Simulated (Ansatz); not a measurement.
# ZrB2 (P6/mmm) in Ansatz: a series of runs

Aim: see how the results for ZrB2 move with the level of theory and the settings. Levels: PBEsol, PBEsol+U. Tasks: density of states.

Everything below comes from runs of Ansatz 0.2.0. Logs are shortened: lines on timing, memory, paths and dates and some standing lists are left out, and cuts for length are marked.

## Step 1: The structure

The structure is hexagonal, space group P6/mmm (No. 191). Conventional cell: a = 3.170 Å, b = 3.170 Å, c = 3.533 Å, α = 90.00°, β = 90.00°, γ = 120.00°. Around Zr (site symmetry 6/mmm) lie 12 B at 2.54 Å. B (site symmetry -6m2) has 3 B at 1.83 Å as nearest neighbours.

## Step 2: Density of states, PBEsol

Contents of input.yaml:

```yaml
crystal:
  lattice:
    - [3.17, 0.0, 0.0]
    - [-1.585, 2.74530053, 0.0]
    - [0.0, 0.0, 3.533]
  atoms:
    - { symbol: Zr, position: [0.0, 0.0, 0.0] }
    - { symbol: B, position: [0.6666666667, 0.3333333333, 0.5] }
    - { symbol: B, position: [0.3333333333, 0.6666666667, 0.5] }
kpoints:
  mp_grid: { grid: [10, 10, 8] }
scf:
  occupations: { method: fermi_dirac, width: 0.05 }
hamiltonian:
  xc: pbesol
  pseudopotentials: { kind: all_electron, lapw: { basis_error: 0.002 } }
output:
  forces: true
  stress: true
  eigenvalues: true
  dos: { projected: false, de: 0.1, e_range: [-10, 6] }
```

Potentials or basis: all-electron LAPW, scalar-relativistic.

On the command line:

```
> ansatz run input.yaml --threads 2 --pin off --max-ram 8192MiB --backend cpu --events-out ev --progress --plain --runs-dir out
```

Standard output:

```text
Warning: RAYON_NUM_THREADS=2 ignored (pool sized by the plan → 2); use --threads N
LAPW: plane waves up to 8.183 Å⁻¹, error target 2.0e-3 eV per atom; small_component_spin mean_spin; B in spheres of 0.915 Å, 5 of its electrons in bands, Dirac shells []; Zr in spheres of 1.268 Å, 30 of its electrons in bands, Dirac shells [] (how accurate: hamiltonian.pseudopotentials.lapw.basis_error, Limitations)
Engine: ansatz 0.2.0, x86_64-unknown-linux-gnu
Pseudopotentials: kind: all_electron
Pseudopotential: Zr, LAPW, valence charge 30, lapw/all_electron/scalar/gaussian/Zr, Koelling and Harmon's equation, gaussian nucleus
Pseudopotential: B, LAPW, valence charge 5, lapw/all_electron/scalar/gaussian/B, Koelling and Harmon's equation, gaussian nucleus
Functional definition: PBEsol
  exchange = pbesol_x
  correlation = pbesol_c
Crystal: 3 atoms, lattice volume = 30.746 Å³
Basis set: ecut = 255.11074319238378 eV, 291 PW (Γ), exchange–correlation at level 2
Bands: 24, of which v1, the nominal top of the filled ones, is band 20 counted from 1 (19 counted from 0)
Symmetry: 24 space group operations
Space group: P6/mmm (ITA 191), of the structure as read, at distance tolerance 3.1e-5 Å
k-points: 70 of 800
Non-local potential: Zr, projectors of the file, none
Non-local potential: B, projectors of the file, none
Initial density: superposition of atomic densities (chi_scale 0.1, normalization cell, long waves kept (reshape's long-wave potential 0.00 eV rms))
Initial wavefunctions: plane waves of lowest kinetic energy (no species holds an atomic orbital)
Functional: x = pbesol(κ = 0.804, μ = 0.12345679012345678), c = pbesol(β = 0.046)
iter 1 solved again at ethr=7.50e-3 eV; its pass at ethr=1.00e-1 eV (dr2=3.00e0 eV) is discarded
SCF iter   1: F=—  HF=-99222.165468 eV  |F-HF|=—  |Δ(HF+E_count)|=         —  Δρ=7.02e-2  dr2=3.00e0  ethr=7.50e-3  ⟨swp⟩=2.0  Hψ=11006  notcnv=0
preconditioner: auto → none  [metal: Δε(μ)=0.126 eV  Ē_g=17.008 eV  σ=0.050 eV  W_gap=0.46  n_scr=8 (ndim 8)  ℏωp=26.8 eV  f_vac=0.000  D(μ)=0.34/eV (n_scr^D=0)  sad-step TF]
SCF iter   2: F=—  HF=-99221.287397 eV  |F-HF|=—  |Δ(HF+E_count)|=   8.78e-1  Δρ=3.61e-2  dr2=7.94e-1  ethr=7.50e-3  ⟨swp⟩=2.1  Hψ=4453  notcnv=0
iter 3 solved again at ethr=1.06e-4 eV; its pass at ethr=1.98e-3 eV (dr2=4.22e-2 eV) is discarded
SCF iter   3: F=—  HF=-99221.085290 eV  |F-HF|=—  |Δ(HF+E_count)|=   2.02e-1  Δρ=8.75e-3  dr2=4.23e-2  ethr=1.06e-4  ⟨swp⟩=2.0  Hψ=9011  notcnv=0
SCF iter   4: F=—  HF=-99221.065185 eV  |F-HF|=—  |Δ(HF+E_count)|=         —  Δρ=1.90e-3  dr2=5.74e-4  ethr=1.06e-4  ⟨swp⟩=3.0  Hψ=5334  notcnv=0
the basis was enlarged: its passes take 35.3 KiB over the memory plan, 2 of 2 planned eigensolver slots
SCF iter   5: F=—  HF=-99221.063886 eV  |F-HF|=—  |Δ(HF+E_count)|=   1.30e-3  Δρ=6.56e-4  dr2=1.38e-4  ethr=1.43e-6  ⟨swp⟩=3.0  Hψ=5113  notcnv=0
SCF iter   6: F=—  HF=-99221.063868 eV  |F-HF|=—  |Δ(HF+E_count)|=   1.82e-5  Δρ=9.08e-5  dr2=3.14e-6  ethr=3.45e-7  ⟨swp⟩=3.0  Hψ=4925  notcnv=0
SCF iter   7: F=-99221.063862 eV  HF=-99221.063862 eV  |F-HF|=1.42e-8  |Δ(HF+E_count)|=   6.02e-6  Δρ=7.11e-6  dr2=1.11e-8  ethr=7.86e-9  ⟨swp⟩=3.0  Hψ=5059  notcnv=0
SCF 1 converged in 7 iterations: F = -99221.063862 eV  dr2 = 1.11e-8
SCF converged after 7 iterations
Free energy (F): -99221.063862 eV
Harris-Foulkes:  -99221.063862 eV  (|F-HF|=1.42e-8)
Internal energy: -99221.061052 eV  (E = F + TS)
E sigma→0 (E₀):  -99221.062457 eV
Entropy (-TS):   -0.002809 eV (-0.936 meV/atom)
Fermi energy:    17.075340 eV
--- Per-component energies (eV) ---
  E_band       = -4655.220221
  E_kinetic    = 102423.279901
  E_xc         = -3272.536783
  E_electrostatic = -198371.804170  (all electrons and nuclei)
  E_smearing   = -0.002809  (= −TS)
  E_closure    = 0.000000  (closes the sum)
  E_atoms      = -99195.794468  (free atoms, spherical and without spin; not in F)
  Σ components = -99221.063862   (vs F -99221.063862, Δ=0.00e0)
  Basis errors (estimates in eV, not in F): energy 9.6e-4 per atom: plane waves 9.2e-4 (5.0e-4 summed), levels above the bands 4.3e-46, relativity 9.9e-9, radial functions 3.4e-5, core shells 4.7e-12; eigenvalues (radial functions only) 7.5e-6; not estimated: angular momenta, meshes, grids; target (lapw.basis_error) 2.0e-3; muffin-tin radii B 0.915 Å, Zr 1.268 Å
--- Forces (eV/Å), atoms counted from 1 ---
  atom   1  Zr     0.00000000     0.00000000     0.00000000
  atom   2  B      0.00000000     0.00000000     0.00000000
  atom   3  B      0.00000000     0.00000000     0.00000000
  max |Σ_I F_I| component: 1.11e-16 eV/Å
--- Stress (GPa, compression-positive) ---
       -4.036780       0.000000       0.000000
        0.000000      -4.036780       0.000000
        0.000000       0.000000      -4.087652
  P = ⅓ Tr σ = -4.0537 GPa (-40.537 kbar)
--- Band table (eV; the first three rows and the last of 70) ---
  k-point 0: bands = ["-380.6215", "-293.7595", "-293.7456", "-293.7456", "-155.0623", "-155.0526", "-151.1839", "-151.1821", "-151.1821", "-151.1705", "-151.1705", "-31.3308", "-9.5522", "-8.9945", "-8.9945", "4.4789", "14.5549", "14.5549", "14.5559", "14.8569", "20.5676", "20.5676", "21.3676", "21.3676"]
  k-point 1: bands = ["-380.6215", "-293.7595", "-293.7456", "-293.7456", "-155.0623", "-155.0526", "-151.1839", "-151.1821", "-151.1821", "-151.1705", "-151.1705", "-31.3280", "-9.6085", "-8.9907", "-8.9907", "4.7103", "13.3589", "14.7022", "14.7022", "15.9830", "19.5955", "19.5955", "20.8998", "20.8998"]
  k-point 2: bands = ["-380.6215", "-293.7595", "-293.7456", "-293.7456", "-155.0623", "-155.0526", "-151.1839", "-151.1821", "-151.1821", "-151.1705", "-151.1705", "-31.3210", "-9.7412", "-8.9814", "-8.9814", "5.3326", "11.9850", "15.1310", "15.1310", "17.2434", "18.4619", "18.4619", "19.8085", "19.8085"]
  k-point 69: bands = ["-380.6215", "-293.7595", "-293.7456", "-293.7456", "-155.0581", "-155.0568", "-151.1839", "-151.1821", "-151.1821", "-151.1705", "-151.1705", "-31.1821", "-9.6819", "-9.6475", "-9.5076", "8.0222", "8.9771", "12.2955", "14.4184", "14.4771", "21.1840", "22.9184", "23.2791", "23.4367"]
```

It took 13 s on 2 threads of Intel Xeon at 2.50GHz (Skylake/Cascade Lake), shared host; peak memory 0.34 GiB.

Results:

```yaml
Free_energy: -99221.0639 eV
Pressure: -4.1 GPa
Band_gap_on_the_k_mesh: none (metal or under the smearing width)
```

Levels at points of the mesh, in eV from the Fermi level:
| k point | band 18 | band 19 | band 20 | band 21 | band 22 | band 23 |
| --- | --- | --- | --- | --- | --- | --- |
| (0.00, 0.00, 0.00) | -2.52 | -2.52 | -2.22 | 3.49 | 3.49 | 4.29 |
| (0.00, 0.00, -0.50) | -0.83 | -0.83 | 0.41 | 0.41 | 0.86 | 0.86 |
| (0.00, -0.50, 0.00) | -3.80 | -2.93 | -2.61 | 2.35 | 2.39 | 5.04 |
| (0.00, -0.50, -0.50) | -4.50 | -4.04 | -1.88 | 3.83 | 4.19 | 5.42 |

States per cell in windows of 0.5 eV (zero at the Fermi level; states under -8 eV left out):
| from (eV) | total |
| --- | --- |
| -8.0 | 0.34 |
| -7.5 | 0.36 |
| -7.0 | 0.27 |
| -6.5 | 0.28 |
| -6.0 | 0.35 |
| -5.5 | 0.42 |
| -5.0 | 0.60 |
| -4.5 | 0.62 |
| -4.0 | 0.77 |
| -3.5 | 1.24 |
| -3.0 | 0.68 |
| -2.5 | 0.86 |
| -2.0 | 0.53 |
| -1.5 | 0.37 |
| -1.0 | 0.17 |
| -0.5 | 0.07 |
| 0.0 | 0.11 |
| 0.5 | 0.29 |
| 1.0 | 0.48 |
| 1.5 | 0.63 |
| 2.0 | 0.61 |
| 2.5 | 0.70 |
| 3.0 | 0.66 |
| 3.5 | 0.79 |
| 4.0 | 1.00 |
| 4.5 | 1.01 |

## Step 3: Density of states, PBEsol+U

Changes to input.yaml since step 2:

```diff
@@ -16,2 +16,6 @@
   pseudopotentials: { kind: all_electron, lapw: { basis_error: 0.002 } }
+  hubbard:
+    sites: [{ species: Zr, l: d, u_eff: 2 }]
+    double_counting: fll
+    projectors: ortho-atomic
 output:
@@ -21 +25,2 @@
   dos: { projected: false, de: 0.1, e_range: [-10, 6] }
+  hubbard: {}
```

Potentials or basis: all-electron LAPW, scalar-relativistic.

On the command line:

```
> ansatz run input.yaml --threads 2 --pin off --max-ram 8192MiB --backend cpu --events-out ev --progress --plain --runs-dir out
```

Run time: 17 s. Hardware: 2 threads of Intel Xeon at 2.50GHz (Skylake/Cascade Lake), shared host; peak memory 0.37 GiB.

It converged, with:

| Item | Value |
| --- | --- |
| Free energy | -99218.9654 eV |
| Pressure | -2.4 GPa |
| Band gap on the k mesh | none (metal or under the smearing width) |

Stress tensor (GPa, compression positive):
```
-2.85  0.00  0.00
 0.00 -2.85  0.00
 0.00  0.00 -1.40
```

Levels at points of the mesh, in eV from the Fermi level:
| k point | band 16 | band 17 | band 18 | band 19 | band 20 | band 21 | band 22 | band 23 | band 24 |
| --- | --- | --- | --- | --- | --- | --- | --- | --- | --- |
| (0.00, 0.00, 0.00) | -12.78 | -2.60 | -2.60 | -2.47 | -2.43 | 3.55 | 3.55 | 4.22 | 4.22 |
| (0.00, 0.00, -0.50) | -10.72 | -7.09 | -0.98 | -0.98 | 0.43 | 0.43 | 0.86 | 0.86 | 1.96 |
| (0.00, -0.50, 0.00) | -8.97 | -8.53 | -3.82 | -3.09 | -2.58 | 2.16 | 2.47 | 5.00 | 5.08 |
| (0.00, -0.50, -0.50) | -9.81 | -7.03 | -4.57 | -4.11 | -2.12 | 3.85 | 3.99 | 5.38 | 6.30 |

States per cell in windows of 0.5 eV (zero at the Fermi level; states under -8 eV left out):
```csv
from (eV),total
-8.0,0.36
-7.5,0.34
-7.0,0.27
-6.5,0.29
-6.0,0.39
-5.5,0.42
-5.0,0.65
-4.5,0.60
-4.0,0.80
-3.5,1.22
-3.0,0.69
-2.5,0.72
-2.0,0.50
-1.5,0.36
-1.0,0.16
-0.5,0.07
0.0,0.11
0.5,0.30
1.0,0.50
1.5,0.63
2.0,0.59
2.5,0.70
3.0,0.68
3.5,0.82
4.0,1.03
4.5,0.99
```

Caveat: U is the effective U less J, on atomic orbitals that reach past the spheres; U without spin polarisation on a metal has little footing; the U is typed as a test and isn't derived for this compound.

## Step 4: Density of states, PBEsol+U

Changes to input.yaml since step 3:

```diff
@@ -17,3 +17,3 @@
   hubbard:
-    sites: [{ species: Zr, l: d, u_eff: 2 }]
+    sites: [{ species: Zr, l: d, u_eff: 4 }]
     double_counting: fll
```

Potentials or basis: all-electron LAPW, scalar-relativistic.

On the command line:

```
> ansatz run input.yaml --threads 2 --pin off --max-ram 8192MiB --backend cpu --events-out ev --progress --plain --runs-dir out
```

Standard output:

```text
Warning: RAYON_NUM_THREADS=2 ignored (pool sized by the plan → 2); use --threads N
Zr: projections on atomic orbitals take those of the free atom 1s2 2s2 2p6 3s2 3p6 3d10 4s2 4p6 4d2 5s2, of charge +0.00 (hamiltonian.pseudopotentials.projection_atoms)
B: projections on atomic orbitals take those of the free atom 1s2 2s2 2p1, of charge +0.00 (hamiltonian.pseudopotentials.projection_atoms)
LAPW: plane waves up to 8.183 Å⁻¹, error target 2.0e-3 eV per atom; small_component_spin mean_spin; B in spheres of 0.915 Å, 5 of its electrons in bands, Dirac shells []; Zr in spheres of 1.268 Å, 30 of its electrons in bands, Dirac shells [] (how accurate: hamiltonian.pseudopotentials.lapw.basis_error, Limitations)
Engine: ansatz 0.2.0, x86_64-unknown-linux-gnu
Pseudopotentials: kind: all_electron
[... 58 lines left out ...]
--- Band table (eV; the first three rows and the last of 70) ---
  k-point 0: bands = ["-381.0630", "-294.2079", "-294.1836", "-294.1836", "-154.6309", "-154.6221", "-151.6327", "-151.6292", "-151.6292", "-151.6098", "-151.6098", "-31.7065", "-9.8971", "-9.3436", "-9.3436", "4.6362", "14.9128", "14.9128", "14.9658", "15.2043", "21.2412", "21.2412", "21.7566", "21.7566"]
  k-point 1: bands = ["-381.0630", "-294.2079", "-294.1836", "-294.1836", "-154.6310", "-154.6221", "-151.6327", "-151.6292", "-151.6292", "-151.6098", "-151.6098", "-31.7026", "-9.9494", "-9.3399", "-9.3399", "4.8616", "13.6361", "15.0553", "15.0553", "16.4659", "20.1579", "20.1579", "21.2935", "21.2935"]
  k-point 2: bands = ["-381.0628", "-294.2079", "-294.1836", "-294.1836", "-154.6313", "-154.6221", "-151.6328", "-151.6292", "-151.6292", "-151.6098", "-151.6098", "-31.6925", "-10.0742", "-9.3310", "-9.3310", "5.4738", "12.1770", "15.4675", "15.4675", "17.8073", "19.0238", "19.0238", "20.2210", "20.2210"]
  k-point 69: bands = ["-381.0631", "-294.2079", "-294.1836", "-294.1836", "-154.6245", "-154.6244", "-151.6327", "-151.6292", "-151.6292", "-151.6098", "-151.6098", "-31.5624", "-10.0095", "-9.9879", "-9.8371", "8.4576", "9.3851", "12.4675", "14.6926", "14.7323", "21.8160", "23.3303", "23.5585", "23.8648"]
Occupation matrices written to <dir>
--- Occupation matrices: 1 shell (run DFT+U table (ortho-atomic); ε = 1.21e-2) ---
  Zr0 d_4D: site group D6h (6/mmm)
  Zr0 d_4D -      Tr n = 1.4529  λ = 0.270 0.273 0.273 0.319 0.319  [3× z2 0.33 E1g(0.67) | 2× x2-y2 0.50 E2g(1.00)]
  Tr n, λ and their labels are of the run-group-symmetrised matrices; stabiliser: 48 of 48 elements of G0×{1,Θ} (closed), max defect 5.4e-16 at τ = 2.6e-3
```

occupations.tsv:

```text
# site	symbol	l	channel	k	occupation	cluster	real_ylm_label	real_ylm_weight	cubic_label	cubic_weight	pseudocubic_irrep	site_irrep	w_site_irrep	cell_site_irrep	w_cell_site_irrep
# projection_atom_Zr: 1s2 2s2 2p6 3s2 3p6 3d10 4s2 4p6 4d2 5s2
# projection_atom_B: 1s2 2s2 2p1
# site_irrep/w_site_irrep = the cluster's dominant irrep under the shell's site group (Mulliken, in the setting of the per-shell frame z, x; double-valued rows on a spinor block under rep=spin_orbital) and its weight, the cluster's purity; - without a site group
[... 9 lines left out ...]
0	Zr	2_4D	-	1	0.272662	0	z2	0.3333	z2	0.3333	-	E1g	0.6667	-	-
0	Zr	2_4D	-	2	0.272662	0	z2	0.3333	z2	0.3333	-	E1g	0.6667	-	-
0	Zr	2_4D	-	3	0.318592	1	x2-y2	0.5000	x2-y2	0.5000	-	E2g	1.0000	-	-
0	Zr	2_4D	-	4	0.318592	1	x2-y2	0.5000	x2-y2	0.5000	-	E2g	1.0000	-	-
# Tr n = 1.452947
```

It took 17 s on 2 threads of Intel Xeon at 2.50GHz (Skylake/Cascade Lake), shared host; peak memory 0.37 GiB.

Results:

```yaml
Free_energy: -99216.8944 eV
Pressure: -0.5 GPa
Band_gap_on_the_k_mesh: none (metal or under the smearing width)
```

States per cell in windows of 1 eV (zero at the Fermi level; states under -8 eV left out):
```csv
from (eV),total
-8.0,0.69
-7.0,0.58
-6.0,0.82
-5.0,1.25
-4.0,2.01
-3.0,1.33
-2.0,0.87
-1.0,0.27
0.0,0.37
1.0,1.13
2.0,1.24
3.0,1.51
4.0,2.07
5.0,1.13
```

Caveat: U is the effective U less J, on atomic orbitals that reach past the spheres; U without spin polarisation on a metal has little footing; the U is typed as a test and isn't derived for this compound.

## Step 5: Density of states, PBEsol+U

Changes to input.yaml since step 4:

```diff
@@ -17,3 +17,3 @@
   hubbard:
-    sites: [{ species: Zr, l: d, u_eff: 4 }]
+    sites: [{ species: Zr, l: d, u_eff: 6 }]
     double_counting: fll
```

On the command line:

```
> ansatz run input.yaml --threads 2 --pin off --max-ram 8192MiB --backend cpu --events-out ev --progress --plain --runs-dir out
```

It took 18 s on 2 threads of Intel Xeon at 2.50GHz (Skylake/Cascade Lake), shared host; peak memory 0.37 GiB.

It converged, with:

* Free energy: -99214.8542 eV
* Pressure: 1.6 GPa
* Band gap on the k mesh: none (metal or under the smearing width)

Stress tensor (GPa, compression positive):
```
0.04 0.00 0.00
0.00 0.04 0.00
0.00 0.00 4.68
```

Levels at points of the mesh, in eV from the Fermi level:
```
             k point  band 16  band 17  band 18  band 19  band 20  band 21  band 22  band 23  band 24
  (0.00, 0.00, 0.00)   -13.20    -2.89    -2.82    -2.82    -2.33     3.71     3.71     4.04     4.04
 (0.00, 0.00, -0.50)   -11.15    -7.57    -1.31    -1.31     0.48     0.48     0.80     0.80     2.07
 (0.00, -0.50, 0.00)    -9.27    -8.94    -3.88    -3.46    -2.53     1.72     2.65     4.86     5.01
(0.00, -0.50, -0.50)    -9.87    -7.44    -4.75    -4.30    -2.66     3.54     3.92     5.25     6.17
```

States per cell in windows of 1 eV (zero at the Fermi level; states under -8 eV left out):
```
from (eV)  total
     -8.0   0.66
     -7.0   0.65
     -6.0   0.91
     -5.0   1.32
     -4.0   1.91
     -3.0   1.19
     -2.0   0.79
     -1.0   0.23
      0.0   0.47
      1.0   1.17
      2.0   1.28
      3.0   1.60
      4.0   2.03
```

Caveat: U is the effective U less J, on atomic orbitals that reach past the spheres; U without spin polarisation on a metal has little footing; the U is typed as a test and isn't derived for this compound.

## Step 6: Density of states, PBEsol+U

Changes to input.yaml since step 5:

```diff
@@ -17,3 +17,3 @@
   hubbard:
-    sites: [{ species: Zr, l: d, u_eff: 6 }]
+    sites: [{ species: Zr, l: d, u_eff: 8 }]
     double_counting: fll
```

Potentials or basis: all-electron LAPW, scalar-relativistic.

On the command line:

```
> ansatz run input.yaml --threads 2 --pin off --max-ram 8192MiB --backend cpu --events-out ev --progress --plain --runs-dir out
```

Run time: 21 s. Hardware: 2 threads of Intel Xeon at 2.50GHz (Skylake/Cascade Lake), shared host; peak memory 0.37 GiB.

The run converged. Its results:

* Free energy: -99212.8497 eV
* Pressure: 4.0 GPa
* Band gap on the k mesh: none (metal or under the smearing width)

Stress tensor (GPa, compression positive):
```
1.85 0.00 0.00
0.00 1.85 0.00
0.00 0.00 8.19
```

Levels at points of the mesh, in eV from the Fermi level:
```tsv
k point	band 17	band 18	band 19	band 20	band 21	band 22	band 23	band 24
(0.00, 0.00, 0.00)	-3.16	-2.97	-2.97	-2.18	3.80	3.80	3.90	3.90
(0.00, 0.00, -0.50)	-7.83	-1.50	-1.50	0.50	0.50	0.71	0.71	2.21
(0.00, -0.50, 0.00)	-9.18	-3.92	-3.67	-2.50	1.47	2.76	4.74	4.98
(0.00, -0.50, -0.50)	-7.67	-4.85	-4.43	-2.96	3.28	4.00	5.12	6.11
```

States per cell in windows of 1 eV (zero at the Fermi level; states under -8 eV left out):
```tsv
from (eV)	total
-8.0	0.65
-7.0	0.68
-6.0	0.94
-5.0	1.32
-4.0	1.90
-3.0	1.07
-2.0	0.77
-1.0	0.26
0.0	0.43
1.0	1.16
2.0	1.26
3.0	1.54
4.0	2.14
5.0	1.14
```

Caveat: U is the effective U less J, on atomic orbitals that reach past the spheres; U without spin polarisation on a metal has little footing; the U is typed as a test and isn't derived for this compound.

## Step 7: Summary

| level | U | gap on the mesh (eV) | pressure (GPa) |
| --- | --- | --- | --- |
| PBEsol | - | none | -4.1 |
| PBEsol+U | Zr d U = 2 eV | none | -2.4 |
| PBEsol+U | Zr d U = 4 eV | none | -0.5 |
| PBEsol+U | Zr d U = 6 eV | none | 1.6 |
| PBEsol+U | Zr d U = 8 eV | none | 4.0 |

Alike in all rows: task density of states; potentials or basis all-electron LAPW, scalar-relativistic; no spin polarisation; cell as given; k mesh 10 × 10 × 8; cutoff (eV) 255; smearing fermi-dirac 0.05 eV; basis error allowed 0.002 eV/atom.

Every run on the cell as given and a fine mesh finds a metal. The pressure there spans -4.1 GPa (PBEsol) to 4.0 GPa (PBEsol+U); a positive pressure means that this level wants a larger cell, a negative one a smaller.

Caveats: U is the effective U less J, on atomic orbitals that reach past the spheres (some runs); U without spin polarisation on a metal has little footing (some runs); the U is typed as a test and isn't derived for this compound (some runs).

Compare energies only between runs with the same functional and basis.
